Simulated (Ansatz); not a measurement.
NaH (started from an entry of an open crystallographic database) with hydrogen sites as listed, relaxed with r2SCAN, was run in Ansatz 0.2.0 under altered settings. All numbers are computed, without spin polarisation but where a row says otherwise.

```xyz
2
Lattice="0.0000 2.3975 2.3975 2.3975 0.0000 2.3975 2.3975 2.3975 0.0000" Properties=species:S:1:pos:R:3 pbc="T T T"
Na    0.0000    0.0000    0.0000
H     2.3975    2.3975    2.3975
```

The base run's other keys:
```yaml
kpoints:
  mp_grid: { grid: [4, 4, 4] }
hamiltonian:
  xc: hse06
scf:
  occupations: { method: fixed }
  n_extra_bands: 4
```

It takes 10 iterations with 537 plane waves at 420 eV and 8 k points, and leaves a mean stress of +0.15 GPa. The gap over this mesh is 4.849 eV.

Outcomes, with energy and stress as changes against the base:
```tsv
setting	outcome	ΔF (meV/atom)	Δ mean stress (GPa)	gap on the mesh (eV)	iterations
PBE hybrid, exx coeff 0.5, omega 0.1 1/Å	converged	–	-0.4	6.618	14
hamiltonian.xc: hf	converged	–	+1.8	11.698	17
PBE hybrid, exx coeff 0.35, omega 0.1 1/Å	converged	–	-0.2	5.751	12
PBE hybrid, exx coeff 0.3, omega 0.5 1/Å	converged	–	0.0	4.403	10
scf.mixing.beta: 1.0	converged	0.0	0.0	4.849	11
basis.ecutwfc: -100	refused	–	–	–	–
```
A dash marks a value that wasn't obtained or can't be compared. Stress is positive in compression.

- PBE hybrid, exx coeff 0.5, omega 0.1 1/Å. That is 50 % exact exchange, screened with ω = 0.1 1/Å, against HSE06's 25 % screened at 0.208 1/Å. The mean stress moves by -0.4 GPa and the gap on the mesh by +1.768 eV (to 6.618). Totals of different functionals aren't comparable. The program warns that on this mesh the truncation of the exchange isn't bounded, so part of the change can be an error of the mesh.
- hamiltonian.xc: hf. The mean stress moves by +1.8 GPa and the gap on the mesh by +6.849 eV (to 11.698). It's another functional on the same cell, so totals aren't comparable.
- PBE hybrid, exx coeff 0.35, omega 0.1 1/Å. That is 35 % exact exchange, screened with ω = 0.1 1/Å, against HSE06's 25 % screened at 0.208 1/Å. The mean stress moves by -0.2 GPa and the gap on the mesh by +0.902 eV (to 5.751). Totals of different functionals aren't comparable. The program warns that on this mesh the truncation of the exchange isn't bounded, so part of the change can be an error of the mesh.
- PBE hybrid, exx coeff 0.3, omega 0.5 1/Å. That is 30 % exact exchange, screened with ω = 0.5 1/Å, against HSE06's 25 % screened at 0.208 1/Å. The mean stress moves by 0.0 GPa and the gap on the mesh by -0.446 eV (to 4.403). Totals of different functionals aren't comparable.
- basis.ecutwfc: -100. It is rejected at once. Error: invalid value for `basis.ecutwfc`: must be finite and > 0; got -100 eV

Within 1 meV an atom, 0.1 GPa and 0.005 eV of the base stay: scf.mixing.beta: 1.0.

The program warns that its thresholds are loose for a hybrid's stress.

The meshes of the hybrids are coarse, so their gaps aren't converged to the digits shown.
